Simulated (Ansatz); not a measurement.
# TiSi: checking dH/dP = V

All numbers below come from DFT r2SCAN, scalar-relativistic, plane waves, PAW (Ansatz). Settings: 500 eV cutoff, 10×6×10 k-mesh, Gaussian smearing of 0.10 eV, no spin polarisation.

The relaxed crystal:

```
Ti Si
1.0
     3.62650    0.00000    0.00000
     0.00000    7.61547    0.00000
     0.00000    0.00000    4.16785
Ti Si
4 4
Direct
  0.00000 0.50000 0.05076
  0.50000 0.50000 0.55075
  0.50000 0.00000 0.55075
  0.00000 0.00000 0.05075
  0.00000 0.75000 0.55075
  0.00000 0.25000 0.55075
  0.50000 0.25000 0.05075
  0.50000 0.75000 0.05075
```

Cell and atoms were relaxed at each target pressure within the start's symmetry (Cmmm), at zero temperature; other phases can be more stable under pressure. H = E + PV with P the target; E is the free energy at the smearing used, whose derivative the pressure is, per atom and counted from zero pressure.

```
P (GPa) V (Å³/atom) E − E0 (meV) H − H0 (meV)
      0       14.388           0.0           0.0
      2       14.170           1.4         178.2
      5       13.884           7.5         440.8
     10       13.473          26.6         867.5
     20       12.805          88.1        1686.5
```

Thermodynamics gives dH/dP = V along a relaxed path. Integrate V over P by the trapezoid rule and compare with the computed enthalpies.

With 1 eV/Å³ = 160.22 GPa, each step adds the mean volume times ΔP / 160.22:
| P (GPa) | ∫V dP (meV) | H − H0 (meV) | difference (meV) |
| --- | --- | --- | --- |
| 2 | 178.2 | 178.2 | 0.0 |
| 5 | 440.9 | 440.8 | 0.1 |
| 10 | 867.7 | 867.5 | 0.2 |
| 20 | 1687.8 | 1686.5 | 1.3 |

V(P) curves upward, so the trapezoid rule runs high; integrating a smooth curve through the same points (P as a polynomial of degree 4 in ln V) puts that excess at about 1.2 meV at 20 GPa, against the 1.3 meV found.

At 20 GPa, how much of the enthalpy change is stored energy and how much is the PV term?

E rises by 88 meV/atom and PV is 20 × 12.805 / 160.22 = 1598 meV/atom, so PV makes 95 % of ΔH. So between rival structures at high pressure a small difference in volume can outweigh the difference in energy: 1 % of this volume is worth 16.0 meV/atom at this pressure.

What bulk modulus do the lowest pressures give, and how is the compression shared among the axes?

From the pressures that the runs reached, -2.02 GPa (14.632 Å³) and 2.01 GPa (14.170 Å³), B = −ΔP/Δln V = 4.03 / 0.0321 = 126 GPa, a mean over that range. The linear compressibilities −Δln(length)/ΔP are 0.65 along a, 1.09 along b, 6.23 along c (in TPa⁻¹). With fixed angles they add up to 1/B: 7.97 against 7.97. Softest: c, at 78 % of the volume change per axis.

The enthalpies and volumes agree to within the integration error, which confirms that the compression path is consistent but says nothing about whether the phase is stable. Successive volume changes per unit pressure shrink, the usual stiffening as overlap repulsion grows.

The strong anisotropy can be traced to the atomic arrangement, a CuAu-like stacking of Ti and Si layers along b with an orthorhombic distortion within the layers. The shortest Ti–Si contacts lie in the ab plane and brace both of those axes, whereas shortening c mainly closes the longer Ti–Si contacts and the like-atom contacts within the layers. Covalent Ti d–Si p bonding probably reinforces this contrast. Because c is longer than a and shrinks faster, the initial compression also reduces the in-plane distortion, which suggests a soft path towards a more nearly tetragonal cell.

TiSi is known to adopt the FeB-type structure under ambient conditions, so the bulk modulus and axial compressibilities found here describe a different polymorph and should not be carried over to the ordinary compound.
